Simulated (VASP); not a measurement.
# Al2O3 (P-3m1) in VASP: a series of runs, part 4 of 4

VASP 6.6.1.

**5. Chemical shielding, PBE**

INCAR reads:

```
PREC = Accurate
ENCUT = 520
EDIFF = 1E-8
ISMEAR = 0
SIGMA = 0.02
LREAL = F
LASPH = T
NELM = 100
ALGO = Normal
ISIF = 2
LWAVE = F
LCHARG = F
GGA = PE
LCHIMAG = T
DQ = 0.001
ICHIBARE = 1
LNMR_SYM_RED = T
```

KPOINTS reads:

```
Automatic mesh
0
Gamma
  7 7 3
```

POSCAR reads:

```
Al2O3
1.0
    3.0174825440      0.0000000000      0.0000000000
   -1.5087412720      2.6132165386      0.0000000000
    0.0000000000      0.0000000000      7.5746360022
Al O
2 3
Direct
    0.0000000000      0.0000000000      0.7220490000
    0.0000000000      0.0000000000      0.2779510000
    0.0000000000      0.0000000000      0.5000000000
    0.6666666667      0.3333333333      0.8005460000
    0.3333333333      0.6666666667      0.1994540000
```

Potentials or basis: VASP PAW PBE potentials, release 64 (Al, O).

Started as:

```
$ cat potpaw_PBE.64/Al/POTCAR potpaw_PBE.64/O/POTCAR > POTCAR
$ mpirun -np 1 vasp_std > vasp.out
```

OUTCAR:

```text
PREC = Accurate
   ENCUT = 520
   EDIFF = 1E-8
   ISMEAR = 0
   LREAL = F
   LASPH = T
   NELM = 100
   ISIF = 2
   GGA = PE

 ion  position               nearest neighbor table
   1  0.000  0.000  0.722-   3 1.68   4 1.84   4 1.84   4 1.84   2 3.36
   2  0.000  0.000  0.278-   3 1.68   5 1.84   5 1.84   5 1.84   1 3.36
   3  0.000  0.000  0.500-   1 1.68   2 1.68
   4  0.667  0.333  0.801-   1 1.84   1 1.84   1 1.84
   5  0.333  0.667  0.199-   2 1.84   2 1.84   2 1.84

  LATTYP: Found a hexagonal cell.
 ALAT       =     3.0174825440
 C/A-ratio  =     2.5102501478

  Lattice vectors:

 A1 = (   3.0174825440,   0.0000000000,   0.0000000000)
 A2 = (  -1.5087412720,   2.6132165386,   0.0000000000)
 A3 = (   0.0000000000,   0.0000000000,   7.5746360022)

Analysis of symmetry for initial positions (statically):
=====================================================================
 Subroutine PRICEL returns:
 Original cell was already a primitive cell.

 Routine SETGRP: Setting up the symmetry group for a
 hexagonal supercell.

 Subroutine GETGRP returns: Found 12 space group operations
 (whereof 12 operations were pure point group operations)
 out of a pool of 24 trial point group operations.

The static configuration has the point symmetry D_3d.

Analysis of symmetry for dynamics (positions and initial velocities):
=====================================================================
 Subroutine PRICEL returns:
 Original cell was already a primitive cell.

 Routine SETGRP: Setting up the symmetry group for a
[... 573 lines left out ...]
  free  energy   TOTEN  =       -36.1917989290 eV

  energy  without entropy=      -36.1917989290  energy(sigma->0) =      -36.19179893

------------------------ aborting loop because EDIFF is reached ----------------------------------------

  Approximate magnetic susceptibility, pGv (10^-6 cm^3/mole)
     1        -32.378630          0.000000          0.000000
     2          0.000000        -32.507396          0.115375
     3          0.000000          0.089406        -36.311420
 -------------------------------------------------------------
  Approximate magnetic susceptibility, vGv (10^-6 cm^3/mole)
     1        -29.904372          0.000000          0.000000
     2          0.000000        -30.150371          0.073726
     3          0.000000          0.109811        -34.214081

         principal value                      axis
       (10^-6 cm^3/mole)           x,          y,          z
      --------------------------------------------------------
              -34.216152      0.0000     -0.0226      0.9997
              -30.148300      0.0000     -0.9997     -0.0226
              -29.904372      1.0000      0.0000      0.0000
 -------------------------------------------------------------

 -------------------------------------------------------------
  G=0 CONTRIBUTION TO CHEMICAL SHIELDING (field along BDIR)
  using pGv susceptibility, excluding core contribution
 -------------------------------------------------------------
   BDIR                X                 Y                 Z
 -------------------------------------------------------------
     1          7.541264          0.000000          0.000000
     2          0.000000          7.571255         -0.026872
     3          0.000000         -0.020823          8.457245
 -------------------------------------------------------------

  Core NMR properties

  typ  El   Core shielding (ppm)
 ----------------------------
    1  Al     766.8301203
    2  O      271.0766935
 ----------------------------

  Core contribution to magnetic susceptibility:     -6.19  10^-6 cm^3/mole
 --------------------------------------------------------------------------

  CSA tensor (J. Mason, Solid State Nucl. Magn. Reson. 2, 285 (1993))
  for chemical shielding  (including the isotropic core contribution)

  BDIR labels direction of applied magnetic field (i.e. B0)
  For BDIR==1, B0 along x-axis, etc.
  Induced field listed along cartesian directions for each BDIR
 ------------------------------------------------------------------------------------------
                 EXCLUDING G=0 CONTRIBUTION              INCLUDING G=0 CONTRIBUTION
 ------------------------------------------------------------------------------------------
  ion  BDIR            X           Y           Z                X           Y           Z
          (   iso_shield        span        skew ) (   iso_shield        span        skew )
 ------------------------------------------------------------------------------------------
    1     1     469.8055     -0.0000      0.0000         478.7876     -0.0000      0.0000
          2       0.0000    469.8058     -0.0009           0.0000    478.8179     -0.0277
          3       0.0000     -0.0002    506.1371           0.0000     -0.0210    516.0352
          (     481.9161     36.3316      1.0000 ) (     491.2135     37.2476      0.9984 )
[... 16 lines left out ...]
    5     1     204.5788      0.0000      0.0000         213.5609      0.0000      0.0000
          2       0.0000    204.5802     -0.0032           0.0000    213.5923     -0.0300
          3      -0.0000     -0.0032    177.1206          -0.0000     -0.0241    187.0186
          (     195.4265     27.4597     -0.9999 ) (     204.7240     26.5737     -0.9976 )
 ------------------------------------------------------------------------------------------
  IF SPAN.EQ.0, THEN SKEW IS ILL-DEFINED
 ------------------------------------------------------------------------------------------
```

OSZICAR:

```text
N       E                     dE             d eps       ncg     rms          rms(c)
DAV:   1     0.122070445178E+03    0.12207E+03   -0.12834E+04   640   0.136E+03
DAV:   2    -0.347169624347E+02   -0.15679E+03   -0.15165E+03   800   0.277E+02
DAV:   3    -0.417189423163E+02   -0.70020E+01   -0.69915E+01   848   0.712E+01
DAV:   4    -0.417644701619E+02   -0.45528E-01   -0.45523E-01   840   0.610E+00
[... 19 lines left out ...]
RLQ:   2    -0.114680414044E+01   -0.58696E-01   -0.13807E-01  2348   0.138E+00
RLQ:   3    -0.114999530279E+01   -0.31912E-02   -0.41271E-03  2255   0.234E-01
RLQ:   4    -0.115015043795E+01   -0.15514E-03   -0.40424E-04  2279   0.531E-02
RLQ:   5    -0.115016296475E+01   -0.12527E-04   -0.20264E-05  2019   0.121E-02
RLQ:   6    -0.115016388423E+01   -0.91948E-06   -0.23561E-06  1731   0.330E-03
RLQ:   7    -0.115016397216E+01   -0.87927E-07   -0.17363E-07  1271   0.891E-04
RLQ:   8    -0.115016398129E+01   -0.91300E-08   -0.24725E-08   875   0.343E-04
```

stdout:

```text
POSCAR found type information on POSCAR AlO
 POSCAR found :  2 types and       5 ions
 scaLAPACK will be used
 LDA part: xc-table for (Slater+PW92), standard interpolation
 POSCAR, INCAR and KPOINTS ok, starting setup
 FFT: planning ... GRIDC
 FFT: planning ... GRID_SOFT
 FFT: planning ... GRID
[... 37 lines left out ...]
BDIR= 3  IDIR= 2  IQ=  1
RLQ:   1    -0.108810788999E+01   -0.10881E+01   -0.19825E+00  1816   0.624E+00
RLQ:   2    -0.114680414044E+01   -0.58696E-01   -0.13807E-01  2348   0.138E+00
RLQ:   3    -0.114999530279E+01   -0.31912E-02   -0.41271E-03  2255   0.234E-01
RLQ:   4    -0.115015043795E+01   -0.15514E-03   -0.40424E-04  2279   0.531E-02
RLQ:   5    -0.115016296475E+01   -0.12527E-04   -0.20264E-05  2019   0.121E-02
RLQ:   6    -0.115016388423E+01   -0.91948E-06   -0.23561E-06  1731   0.330E-03
RLQ:   7    -0.115016397216E+01   -0.87927E-07   -0.17363E-07  1271   0.891E-04
RLQ:   8    -0.115016398129E+01   -0.91300E-08   -0.24725E-08   875   0.343E-04
```

Run time: 5.3 min. Hardware: 1 thread of Intel Xeon 6975P-C (Granite Rapids), shared host; peak memory 0.33 GiB.

Chemical shielding (ppm):
```
atom  isotropic  span   skew
1 Al        491    37   1.00
2 Al        491    37   1.00
 3 O        134    32   1.00
 4 O        205    27  -1.00
 5 O        205    27  -1.00
```

**6. Berry-phase polarisation, PBE**

INCAR reads:

```
SYSTEM = Al2O3
ALGO = Normal
EDIFF = 1E-7
ENCUT = 520
GGA = PE
ISIF = 2
ISMEAR = 0
LASPH = .TRUE.
LCALCPOL = .TRUE.
LCHARG = .FALSE.
LREAL = .FALSE.
LWAVE = .FALSE.
NELM = 60
PREC = Accurate
SIGMA = 0.02
```

KPOINTS reads:

```
k-points
0
G
  10 10 4
  0 0 0
```

POSCAR is that of step 5.

Potentials or basis: VASP PAW PBE potentials, release 64 (Al, O).

Started as:

```
$ cat potpaw_PBE.64/Al/POTCAR potpaw_PBE.64/O/POTCAR > POTCAR
$ mpirun -np 1 vasp_std > vasp.out
```

OUTCAR:

```text
SYSTEM = Al2O3
   EDIFF = 1E-7
   ENCUT = 520
   GGA = PE
   ISIF = 2
   ISMEAR = 0
   LASPH = .TRUE.
   LREAL = .FALSE.
   NELM = 60
   PREC = Accurate

 ion  position               nearest neighbor table
   1  0.000  0.000  0.722-   3 1.68   4 1.84   4 1.84   4 1.84   2 3.36
   2  0.000  0.000  0.278-   3 1.68   5 1.84   5 1.84   5 1.84   1 3.36
   3  0.000  0.000  0.500-   1 1.68   2 1.68
   4  0.667  0.333  0.801-   1 1.84   1 1.84   1 1.84
   5  0.333  0.667  0.199-   2 1.84   2 1.84   2 1.84

  LATTYP: Found a hexagonal cell.
 ALAT       =     3.0174825440
 C/A-ratio  =     2.5102501478

  Lattice vectors:

 A1 = (   3.0174825440,   0.0000000000,   0.0000000000)
 A2 = (  -1.5087412720,   2.6132165386,   0.0000000000)
 A3 = (   0.0000000000,   0.0000000000,   7.5746360022)

Analysis of symmetry for initial positions (statically):
[... 186 lines left out ...]
 fundamental gap:      2.2861936789
 Fermi energy:         3.9766628113

 k-point     1 :       0.0000    0.0000    0.0000
  band No.  band energies     occupation
      1     -15.7728      2.00000
      2     -15.5828      2.00000
      3     -13.0118      2.00000
      4      -1.9968      2.00000
      5      -0.6364      2.00000
      6       0.1166      2.00000
[... 433 lines left out ...]
      3     -12.5891      2.00000
      4      -3.4755      2.00000
      5      -3.0992      2.00000
      6      -0.5420      2.00000
[... 8 lines left out ...]
     15      12.0324      0.00000
     16      12.5682      0.00000

 [... further k-points ...]

------------------------ aborting loop because EDIFF is reached ----------------------------------------

            Ionic dipole moment: p[ion]=(     0.00000     0.00000   -22.72391 ) |e| Angst

 Total electronic dipole moment: p[elc]=(     0.00000     0.00000    -0.00000 ) |e| Angst

  FORCE on cell =-STRESS in cart. coord.  units (eV):
  Direction    XX          YY          ZZ          XY          YZ          ZX
  --------------------------------------------------------------------------------------
  -------------------------------------------------------------------------------------
  Total       -0.2652843     -0.2652843     -0.0789071      0.0000000     -0.0000000      0.0000000
  in kB       -7.1160711     -7.1160711     -2.1166285      0.0000000     -0.0000000      0.0000000
  external PRESSURE =      -5.4495902 kB  Pullay stress =       0.0000000 kB

 VOLUME and BASIS-vectors are now :
 -----------------------------------------------------------------------------
  energy-cutoff  :      520.00
  volume of cell :       59.73
      direct lattice vectors                 reciprocal lattice vectors
     3.017482544  0.000000000  0.000000000     0.331402083  0.191335082  0.000000000
    -1.508741272  2.613216539  0.000000000     0.000000000  0.382670163  0.000000000
     0.000000000  0.000000000  7.574636002     0.000000000  0.000000000  0.132019545

 POSITION                                       TOTAL-FORCE (eV/Angst)
 -----------------------------------------------------------------------------------
      0.00000      0.00000      5.46926        -0.000000     -0.000000     -0.075812
      0.00000      0.00000      2.10538         0.000000      0.000000      0.075812
      0.00000      0.00000      3.78732        -0.000000      0.000000      0.000000
      1.50874      0.87107      6.06384        -0.000000      0.000000     -0.091255
     -0.00000      1.74214      1.51079         0.000000      0.000000      0.091255
 -----------------------------------------------------------------------------------
    total drift:                                0.000000      0.000000     -0.000000

  FREE ENERGIE OF THE ION-ELECTRON SYSTEM (eV)
  ---------------------------------------------------
  free  energy   TOTEN  =       -36.1919544442 eV

  energy  without entropy=      -36.1919544442  energy(sigma->0) =      -36.19195444
```

stdout:

```text
POSCAR found type information on POSCAR AlO
 POSCAR found :  2 types and       5 ions
 scaLAPACK will be used
 LDA part: xc-table for (Slater+PW92), standard interpolation
 POSCAR, INCAR and KPOINTS ok, starting setup
 FFT: planning ... GRIDC
 FFT: planning ... GRID_SOFT
 FFT: planning ... GRID
 WAVECAR not read
 entering main loop
 p_tot=(  0.686E-11  0.422E-11 -0.227E+02 )
```

It took 33 s on 1 thread of Intel Xeon 6975P-C (Granite Rapids), shared host; peak memory 0.22 GiB.

Dipole moments of the cell (e·Å, modulo the quantum): ionic 0.000, 0.000, -22.724; electronic 0.000, 0.000, 0.000

**7. Summary**

| task | k mesh | k mesh for the DOS | occupations for the DOS | further INCAR settings | gap on the mesh (eV) | pressure (GPa) | largest force (eV/Å) |
| --- | --- | --- | --- | --- | --- | --- | --- |
| density of states | 10 × 10 × 4 | 15 × 15 × 6 | tetrahedron | ALGO = Fast; EDIFF = 1e-07 | - | - | - |
| electric field gradients | 10 × 10 × 4 | - | - | ALGO = Fast; EDIFF = 1e-08 | 2.29 | -0.5 | 0.09 |
| core levels | 10 × 10 × 4 | - | - | ALGO = Normal; EDIFF = 1e-07 | 2.29 | -0.5 | 0.09 |
| chemical shielding | 7 × 7 × 3 | - | - | ALGO = Normal; EDIFF = 1e-08 | - | - | - |
| Berry-phase polarisation | 10 × 10 × 4 | - | - | ALGO = Normal; EDIFF = 1e-07 | - | - | - |

Alike in all rows: level PBE; potentials or basis VASP PAW PBE potentials, release 64 (Al, O); no spin polarisation; cell as given; cutoff (eV) 520; smearing gaussian 0.02 eV.

Total energies depend on the potentials used, so only differences within one code and one set of settings carry meaning.
